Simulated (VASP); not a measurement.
# From one sheet to two: InSe monolayer, part 3 of 8

What are the lattice, gap and band positions of InSe monolayer, and what does a second sheet change?

VASP 6.6.1, plane waves and PAW; the level of theory is named at each step.

So far. Step 2 (Relaxing the monolayer): The run ended after 9 ionic steps, 0.033 eV below its first step, once forces and stress met EDIFFG = -0.015. Step 3 (A second relaxation): The start already met the threshold, so nothing moved.

### 4. Vacuum level and density of states

Level of this step: r2SCAN with rVV10; plane waves and PAW (In, Se) (VASP).

A static run writes the electrostatic potential without exchange and correlation (LVHAR), which is flat in the vacuum and gives the level to count from. The dipole correction cancels the field that unlike faces would set up across the vacuum.

The input, INCAR:

```
SYSTEM = InSe
PREC = Normal
ENCUT = 350
EDIFF = 1E-06
NELM = 120
ISMEAR = 0
SIGMA = 0.03
LREAL = .FALSE.
ALGO = Normal
METAGGA = R2SCAN
LUSE_VDW = .TRUE.
IVDW_NL = 2
BPARAM = 11.95
CPARAM = 0.0093
LASPH = .TRUE.
NBANDS = 15
LORBIT = 11
LWAVE = .FALSE.
LCHARG = .TRUE.
IDIPOL = 3
LDIPOL = .TRUE.
DIPOL = 0.5 0.5 0.5
LVHAR = .TRUE.
LVACPOTAV = .TRUE.
NEDOS = 1500
LELF = .TRUE.
```

The input, POSCAR:

```
InSe
1.0
    4.0219178304      0.0000000000      0.0000000000
   -2.0109589152      3.4830830130      0.0000000000
    0.0000000000      0.0000000000     22.0000000000
In Se
2 2
Direct
    0.3333333333      0.6666666667      0.4368861670
    0.3333333333      0.6666666667      0.5631138330
    0.6666666667      0.3333333333      0.3786062281
    0.6666666667      0.3333333333      0.6213937719
```

The input, KPOINTS:

```
Automatic mesh
0
Gamma
9 9 1
0 0 0
```

The input, KPOINTS_OPT:

```
Line mode
14
Line-mode
Reciprocal
  0.00000000   0.00000000   0.00000000 GAMMA
  0.50000000   0.00000000   0.00000000 M

  0.50000000   0.00000000   0.00000000 M
  0.33333333   0.33333333   0.00000000 K

  0.33333333   0.33333333   0.00000000 K
  0.00000000   0.00000000   0.00000000 GAMMA
```

The projector-augmented-wave data sets are In and Se (PBE family, release 64).

Command:

```console
$ mpirun -np 4 vasp_std
```

The log of the run:

```text
[banner, memory and clock lines left out]
running    4 mpi-ranks, on    1 nodes
 distrk:  each k-point on    4 cores,    1 groups
 distr:  one band on    1 cores,    4 groups

 POSCAR found type information on POSCAR InSe
 POSCAR found :  2 types and       4 ions
 [... a notice as in an earlier step ...]

 [... a notice as in an earlier step ...]

 LDA part: xc-table for (None), standard interpolation
|                                                                             |
|           W    W    AA    RRRRR   N    N  II  N    N   GGGG   !!!           |
|           W    W   A  A   R    R  NN   N  II  NN   N  G    G  !!!           |
|           W    W  A    A  R    R  N N  N  II  N N  N  G       !!!           |
|           W WW W  AAAAAA  RRRRR   N  N N  II  N  N N  G  GGG   !            |
|           WW  WW  A    A  R   R   N   NN  II  N   NN  G    G                |
|           W    W  A    A  R    R  N    N  II  N    N   GGGG   !!!           |
|                                                                             |
|     The number of bands has been changed from the values supplied in        |
|     The orbitals not found in the WAVECAR file will be initialized with     |
|     random numbers, which is usually adequate. For correlated               |
|     calculations, however, you should redo the groundstate calculation.     |
|     I found NBANDS = 15. Now, NBANDS = 16.                                  |
|                                                                             |

 POSCAR, INCAR and KPOINTS ok, starting setup
 FFT: planning ... GRIDC
 FFT: planning ... GRID_SOFT
 FFT: planning ... GRID
 WAVECAR not read
 entering main loop
       N       E                     dE             d eps       ncg     rms          rms(c)
Total rVV10 correction in eV:      0.7604596    30.7704807
DAV:   1     0.356974578491E+02    0.35697E+02   -0.44951E+03   392   0.576E+02
DAV:   2    -0.649310080276E+02   -0.10063E+03   -0.95496E+02   528   0.126E+02
DAV:   3    -0.778470962993E+02   -0.12916E+02   -0.12780E+02   520   0.514E+01
DAV:   4    -0.781587313427E+02   -0.31164E+00   -0.31116E+00   488   0.967E+00
DAV:   5    -0.781641463171E+02   -0.54150E-02   -0.54144E-02   520   0.119E+00    0.639E+00
Total rVV10 correction in eV:      0.7730170    30.7705409
DAV:   6    -0.755990194710E+02    0.25651E+01   -0.14104E+00   536   0.642E+00    0.443E+00
Total rVV10 correction in eV:      0.7830732    30.7704718
DAV:   7    -0.756283506314E+02   -0.29331E-01   -0.43674E-01   536   0.309E+00    0.109E+00
Total rVV10 correction in eV:      0.7843566    30.7704711
DAV:   8    -0.756258482260E+02    0.25024E-02   -0.21440E-02   512   0.887E-01    0.492E-01
Total rVV10 correction in eV:      0.7879273    30.7704711
DAV:   9    -0.756282604274E+02   -0.24122E-02   -0.72952E-03   456   0.525E-01    0.192E-01
Total rVV10 correction in eV:      0.7879704    30.7704711
DAV:  10    -0.756282909559E+02   -0.30528E-04   -0.26176E-04   464   0.102E-01    0.797E-02
Total rVV10 correction in eV:      0.7886794    30.7704711
DAV:  11    -0.756286814758E+02   -0.39052E-03   -0.33141E-04   400   0.966E-02    0.458E-02
Total rVV10 correction in eV:      0.7887845    30.7704711
DAV:  12    -0.756286980320E+02   -0.16556E-04   -0.18659E-05   480   0.305E-02    0.745E-03
Total rVV10 correction in eV:      0.7892234    30.7704711
DAV:  13    -0.756289250416E+02   -0.22701E-03   -0.84111E-05   456   0.457E-02    0.564E-03
Total rVV10 correction in eV:      0.7892906    30.7704711
DAV:  14    -0.756289713762E+02   -0.46335E-04   -0.35204E-06   488   0.123E-02    0.576E-03
Total rVV10 correction in eV:      0.7894326    30.7704711
DAV:  15    -0.756291278792E+02   -0.15650E-03   -0.23848E-05   464   0.244E-02    0.350E-03
Total rVV10 correction in eV:      0.7894578    30.7704711
DAV:  16    -0.756291516492E+02   -0.23770E-04   -0.70597E-06   528   0.113E-02    0.234E-03
Total rVV10 correction in eV:      0.7894471    30.7704784
DAV:  17    -0.756291900608E+02   -0.38412E-04   -0.92506E-06   472   0.129E-02    0.235E-03
Total rVV10 correction in eV:      0.7894340    30.7704876
DAV:  18    -0.756292072710E+02   -0.17210E-04   -0.11240E-06   480   0.729E-03    0.156E-03
Total rVV10 correction in eV:      0.7894328    30.7704848
DAV:  19    -0.756292218816E+02   -0.14611E-04   -0.94498E-07   392   0.665E-03    0.133E-03
Total rVV10 correction in eV:      0.7894296    30.7704841
DAV:  20    -0.756292276159E+02   -0.57343E-05   -0.37577E-07   400   0.439E-03    0.558E-04
Total rVV10 correction in eV:      0.7894296    30.7704801
DAV:  21    -0.756292291938E+02   -0.15779E-05   -0.15940E-07   352   0.337E-03    0.177E-04
Total rVV10 correction in eV:      0.7894304    30.7704756
DAV:  22    -0.756292304397E+02   -0.12459E-05   -0.13753E-07   328   0.299E-03    0.973E-05
Total rVV10 correction in eV:      0.7894309    30.7704751
DAV:  23    -0.756292305914E+02   -0.15171E-06   -0.33136E-08   400   0.157E-03
|                                                                             |
|           W    W    AA    RRRRR   N    N  II  N    N   GGGG   !!!           |
|           W    W   A  A   R    R  NN   N  II  NN   N  G    G  !!!           |
|           W    W  A    A  R    R  N N  N  II  N N  N  G       !!!           |
|           W WW W  AAAAAA  RRRRR   N  N N  II  N  N N  G  GGG   !            |
|           WW  WW  A    A  R   R   N   NN  II  N   NN  G    G                |
|           W    W  A    A  R    R  N    N  II  N    N   GGGG   !!!           |
|                                                                             |
|     Did not find any points to average over, which means that no vacuum     |
|     field-free region was found. Please increase the size of  your cell     |
|     in the dimension of the dipole correction to obtain accurate            |
|     workfunction values.                                                    |
|                                                                             |

Total rVV10 correction in eV:      0.7894310    30.7704749
Total rVV10 correction in eV:      0.7894310    30.7704748
   1 F= -.75629231E+02 E0= -.75629231E+02  d E =-.199780E-11
 Start KPOINTS_OPT (optional k-point list driver)
k-point batch [1-12\42]
       N       E                     dE             ncg
DAV:   1    -0.316130679979E+03   -0.23166E+04      384
DAV:   2    -0.148741945082E+04   -0.11713E+04      616
DAV:   3    -0.163481837916E+04   -0.14740E+03      472
DAV:   4    -0.163801048241E+04   -0.31921E+01      528
DAV:   5    -0.163807802319E+04   -0.67541E-01      488
DAV:   6    -0.163808016957E+04   -0.21464E-02      536
DAV:   7    -0.163808026955E+04   -0.99982E-04      512
DAV:   8    -0.163808027380E+04   -0.42500E-05      496
DAV:   9    -0.163808027399E+04   -0.18424E-06      328
[...]
k-point batch [37-42\42]
       N       E                     dE             ncg
DAV:   1     0.188466943103E+04   -0.47493E+03      192
DAV:   2     0.134262724324E+04   -0.54204E+03      256
DAV:   3     0.126302639427E+04   -0.79601E+02      248
DAV:   4     0.126120605822E+04   -0.18203E+01      248
DAV:   5     0.126116347875E+04   -0.42579E-01      256
DAV:   6     0.126116171860E+04   -0.17601E-02      256
DAV:   7     0.126116164326E+04   -0.75343E-04      272
DAV:   8     0.126116164086E+04   -0.24031E-05      240
DAV:   9     0.126116164073E+04   -0.12385E-06      208
```

Wall time 45 s (4 MPI ranks of Intel Xeon 6975P-C (Granite Rapids), shared host); peak memory 0.76 GiB.

From OUTCAR (step 4):

```text
The static configuration has the point symmetry D_3h.

 Found     12 irreducible k-points:

   k-points           NKPTS =     12   k-points in BZ     NKDIM =     12   number of bands    NBANDS=     16

   NELECT =      18.0000    total number of electrons

 E-fermi :  -3.0282

 k-point     5 :       0.4444    0.0000    0.0000
  band No.  band energies     occupation
    ...
      5      -5.8082      2.00000
      6      -4.7823      2.00000
      7      -4.7550      2.00000
      8      -4.5729      2.00000
      9      -4.0320      2.00000
     10      -0.5917      0.00000
     11      -0.3882      0.00000
     12       1.5088      0.00000
     13       1.8176      0.00000
     14       2.4557      0.00000
    ...

 k-point     6 :       0.1111    0.1111    0.0000
  band No.  band energies     occupation
    ...
      5      -5.0821      2.00000
      6      -4.7753      2.00000
      7      -4.2220      2.00000
      8      -4.0772      2.00000
      9      -3.1661      2.00000
     10      -0.0141      0.00000
     11       0.9268      0.00000
     12       1.4426      0.00000
     13       2.4133      0.00000
     14       2.6778      0.00000
    ...

  Total        0.0115417      0.0115417      0.0691405      0.0000000      0.0000000     -0.0000000
  in kB        0.0600014      0.0600014      0.3594373      0.0000000      0.0000000     -0.0000000
  external PRESSURE =       0.1598133 kB  Pullay stress =       0.0000000 kB

 POSITION                                       TOTAL-FORCE (eV/Angst)
 -----------------------------------------------------------------------------------
     -0.00000      2.32206      9.61150        -0.000000      0.000000     -0.002188
     -0.00000      2.32206     12.38850        -0.000000     -0.000000      0.002188
      2.01096      1.16103      8.32934         0.000000      0.000000     -0.014575
      2.01096      1.16103     13.67066         0.000000      0.000000      0.014575
 -----------------------------------------------------------------------------------
    total drift:                               -0.000007      0.000004      0.000000

  FREE ENERGIE OF THE ION-ELECTRON SYSTEM (eV)
  ---------------------------------------------------
  free  energy   TOTEN  =       -75.6292305914 eV

  energy  without entropy=      -75.6292305914  energy(sigma->0) =      -75.62923059

 vacuum level on the upper side and lower side of the slab         3.135         3.135

[... 14 parts as in an earlier step ...]
```

This step gave:

```
Fermi energy                                      : -3.028 eV
least gap on mesh and path                        : 2.030 eV
least direct gap on mesh and path                 : 2.095 eV
vacuum levels                                     : 3.135, 3.135 eV
ionisation potentials of the upper and lower face : 6.293, 6.293 eV
electron affinities of the upper and lower face   : 4.263, 4.263 eV
```

The electronic bands at the labelled points (eV, zero at the valence-band top; v1 is the highest filled band, c1 the lowest empty one):

| point | v4 | v3 | v2 | v1 | c1 | c2 | c3 | c4 |
| --- | --- | --- | --- | --- | --- | --- | --- | --- |
| Γ | -0.55 | -0.47 | -0.47 | -0.07 | 2.03 | 3.32 | 5.41 | 5.41 |
| 0.46 of the way | -1.79 | -1.08 | -0.94 | -0.06 | 3.17 | 3.36 | 5.25 | 5.42 |
| M | -1.62 | -1.60 | -1.44 | -0.98 | 2.55 | 2.72 | 4.62 | 4.93 |
| 0.46 of the way | -2.21 | -1.98 | -1.43 | -0.98 | 2.87 | 3.21 | 4.73 | 5.21 |
| K | -2.90 | -1.82 | -1.34 | -1.14 | 2.76 | 3.56 | 4.37 | 5.48 |
| 0.46 of the way | -1.85 | -1.73 | -1.60 | -0.20 | 3.51 | 3.52 | 4.67 | 5.80 |
| Γ | -0.55 | -0.47 | -0.47 | -0.07 | 2.03 | 3.32 | 5.41 | 5.41 |

Of the projections kept (In, Se), the largest for each band there; the rest of the weight can lie on other orbitals:

| point | v4 | v3 | v2 | v1 | c1 | c2 | c3 | c4 |
| --- | --- | --- | --- | --- | --- | --- | --- | --- |
| Γ | Se 0.76 | Se 0.78 | Se 0.78 | Se 0.64 | In 0.51 | In 0.77 | In 0.89 | In 0.89 |
| M | Se 0.64 | Se 0.72 | Se 0.68 | In 0.62 | In 0.61 | In 0.66 | In 0.77 | In 0.76 |
| K | Se 0.60 | Se 0.68 | Se 0.77 | In 0.75 | In 0.68 | In 0.66 | In 0.61 | In 0.68 |
| Γ | Se 0.76 | Se 0.78 | Se 0.78 | Se 0.64 | In 0.51 | In 0.77 | In 0.89 | In 0.89 |

Zero at the Fermi level. Table of planar average of the electrostatic potential by height:

| height (Å) | planar average of the electrostatic potential (eV) |
| --- | --- |
| 0.0 | 6.16 |
| 0.5 | 6.16 |
| 1.0 | 6.16 |
| 1.5 | 6.16 |
| 2.0 | 6.16 |
| 2.5 | 6.16 |
| 3.0 | 6.16 |
| 3.5 | 6.16 |
| 4.0 | 6.16 |
| 4.5 | 6.16 |
| 5.0 | 6.16 |
| 5.5 | 6.16 |
| 6.0 | 6.13 |
| 6.5 | 6.01 |
| 7.0 | 5.43 |
| 7.5 | 2.83 |
| 8.0 | -3.77 |
| 8.5 | -6.33 |
| 9.0 | -6.56 |
| 9.5 | -5.84 |
| 10.0 | -4.10 |
| 10.5 | 0.403 |
| 11.0 | 3.22 |
| 11.5 | 0.403 |
| 12.0 | -4.10 |
| 12.5 | -5.84 |
| 13.0 | -6.56 |
| 13.5 | -6.33 |
| 14.0 | -3.77 |
| 14.5 | 2.83 |
| 15.0 | 5.43 |
| 15.5 | 6.01 |
| 16.0 | 6.13 |
| 16.5 | 6.16 |
| 17.0 | 6.16 |
| 17.5 | 6.16 |
| 18.0 | 6.16 |
| 18.5 | 6.16 |
| 19.0 | 6.16 |
| 19.5 | 6.16 |
| 20.0 | 6.16 |
| 20.5 | 6.16 |
| 21.0 | 6.16 |
| 21.5 | 6.16 |

Density of states in the PAW spheres, an atom over height of the layer and energy from the Fermi level.

Ten even steps from '_' (0.00 states/eV) to '@' (1.24 states/eV), each cell a mean:
```
________
........
::::::::
--::::--
**====**
@@====@@
%%====%%
--::::--
========
::::::::
........
________
__....__
..----..
__....__
::%%%%::
..====..
________
________
________
________
________
```
Columns: height of the layer (Å) from 8.3 to 13.7 (not evenly spaced); rows upwards: energy from the Fermi level (eV) from -7.9 to 0.5.

ELF in the ca plane at fractional y = 0.333, with atoms of Se within 0.2 Å of it. It is the smooth field of the valence electrons, not physical close to the nuclei.

Ten even steps from '0' (0.00) to '9' (0.92), each cell a mean:
```
00000000000000125788888753222224688888753100
00000000000200247899988852100025788899975210
00000000000001368999768863000025787689986411
00000000000001368999557863000025786589986410
00000000000001358999778863000025787799986310
00000000000000246899998852100125789999875210
00000000000000024678888643233234678887642100
00000000000000001234555545555554555543210000
00000000000000000000123456777776432100000000
00000000000000000001223456777765433210000000
00000000000000001245666544455544566654310000
```
Columns run along c (16.0 Å, from fractional 0.04 to 0.77 of the cell), rows up along a (4.0 Å). Atoms in or near the plane, at fractional coordinates: Se at (0.38, 0.67), Se at (0.62, 0.67).

Valence density in the ca plane at fractional y = 0.333, with atoms of Se within 0.2 Å of it. It is the smooth field of the valence electrons, not physical close to the nuclei.

Ten even steps from '0' (-0.07 e/Å³) to '9' (0.84 e/Å³), each cell a mean:
```
00000000000000001123554321111111245543110000
00000000000000001247998521111112368996311000
00000000000000001379659631111112488479521000
00000000000000001379208731110112486049521000
00000000000000001269769631111112478689421000
00000000000000001247887421111112358886311000
00000000000000000123454321111111234542110000
00000000000000000111222221111111222221100000
00000000000000000011111221111112221111000000
00000000000000000011111221111112221111000000
00000000000000000111222221111111222221100000
```
Columns run along c (16.0 Å, from fractional 0.04 to 0.77 of the cell), rows up along a (4.0 Å). Atoms in or near the plane, at fractional coordinates: Se at (0.38, 0.67), Se at (0.62, 0.67).

The map of layer states is cut here 0.5 eV above the Fermi level, so it leaves out the states above that.

The vacuum level lies 6.29 eV above the highest filled level at the upper face; both faces agree, as the slab has next to no dipole.

The program found no field-free point at its default tolerance, but its printed level agrees with the flat part of the planar average.

(Continued in part 4 of 8.)

[Lines on the potential files, build, host, timing and source positions are cut from VASP's logs without a mark.]

[Logs are printed without paths, hosts, clocks, repeated set-up lines and the standing remarks that a program may print on its own settings, such as how far it seeks lower states.]

[Hosts, paths, dates, database ids (printed as entryN), source tags and the programs' standing remarks are cut or masked in the printed files.]

[Runs that stopped without an error message from VASP are left out.]
